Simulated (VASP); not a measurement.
Set up this calculation in VASP 6.6.1, as the native input.

```
Task                   : single point
Functional             : PBE
Potentials or basis    : VASP PAW PBE potentials, release 64 (Li_sv, F)
Cutoff                 : 520 eV
k mesh                 : 10 × 10 × 10
Occupations            : gaussian, width 0.02 eV
Spin                   : no spin polarisation
Dipole correction      : no
Further INCAR settings : ALGO = Normal; EDIFF = 1e-06; NBANDS = 12
```

The structure of LiF lies in POSCAR:

```
LiF
1.0
    2.5595330000      0.0000000000      0.0000000000
    0.0000000000      2.5595330000      0.0000000000
    0.0000000000      0.0000000000      2.5595330000
Li F
1 1
Direct
    0.0000000000      0.0351626644      0.0000000000
    0.5000000000      0.5000000000      0.5000000000
```

Measurements of this composition are mostly on another form, of space group No. 225.

The cell isn't the ideal one: one atom moved.

These files were run (other wordings do the same):

INCAR

```
SYSTEM = LiF
PREC = Accurate
ENCUT = 520
EDIFF = 1E-6
ISMEAR = 0
SIGMA = 0.02
LREAL = .FALSE.
LASPH = .TRUE.
NELM = 80
ALGO = Normal
ISIF = 2
LWAVE = .FALSE.
LCHARG = .FALSE.
GGA = PE
NBANDS = 12
```

KPOINTS

```
Automatic mesh
0
G
  10 10 10
  0 0 0
```

Potentials or basis: VASP PAW PBE potentials, release 64 (Li_sv, F).

The run is started by

```bash
$ cat potpaw_PBE.64/Li_sv/POTCAR potpaw_PBE.64/F/POTCAR > POTCAR
$ mpirun -np 1 vasp_std > vasp.out
```

It gave:

* Largest force: 0.032 eV/Å
* Band gap on the k mesh: 7.50 eV, indirect (least direct gap 8.17 eV)

It took 9.3 s on 1 thread of Intel(R) Xeon(R) Platinum 8559C (Emerald Rapids) (shared host), peak memory 0.13 GiB.
